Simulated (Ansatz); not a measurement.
SnO2: what symmetry allows forces and stress to be

```
CELL_PARAMETERS angstrom
1.61709 0.93363 4.80059
-1.61709 0.93363 4.80059
0.00000 -1.86726 4.80059
ATOMIC_POSITIONS crystal
Sn 0.51391 0.48609 0.50000
O 0.23717 0.23717 0.23717
O 0.76283 0.76283 0.76283
```

All numbers below come from Ansatz, DFT PBE, scalar-relativistic, plane waves, PAW.

Plane waves to 420 eV, a k mesh through Γ of 12×12×12 on the computed 3-atom cell and Gaussian smearing (0.02 eV); no spin polarisation.

This distorted cell has space group C2, with 2 operations.

**Question.** Without a calculation: in which directions can each atom feel a force?

**Answer.** A force must be left unchanged by every operation that keeps its atom in place, so it lies in the space that those operations leave fixed. Atoms that the group maps onto each other feel forces of one size.
```tsv
atom	site symmetry	operations at the site	equivalent to atom	allowed force (Cartesian)
Sn1	2	2	1	along (1.00, 0.00, 0.00)
O2	1	1	2	any direction
O3	1	1	2	any direction
```

That leaves 4 independent force components of 9, tied by 1 condition that the forces sum to zero, so 3 remain. A relaxation in this cell that keeps the symmetry moves the atoms in these directions alone.

**Question.** And the stress tensor?

**Answer.** It must be invariant under the point group, which leaves 4 independent components: xz, xy vanish.

**Question.** Do the computed values obey this?

**Answer.** Yes. Forces (eV/Å):
```
Sn1 -0.586  0.000  0.000
O2   0.293  0.027 -0.110
O3   0.293 -0.027  0.110
```

Stress (GPa, compression positive, xx yy zz yz xz xy): -0.14 -0.35 -0.58 0.20 0.00 0.00. The program imposes the same operations on density, forces and stress, so this confirms the analysis and is no independent test of the calculation.

The cell holds layers, and where no dispersion correction was added their binding is poorly described.

This form isn't the usual stable structure of the compound.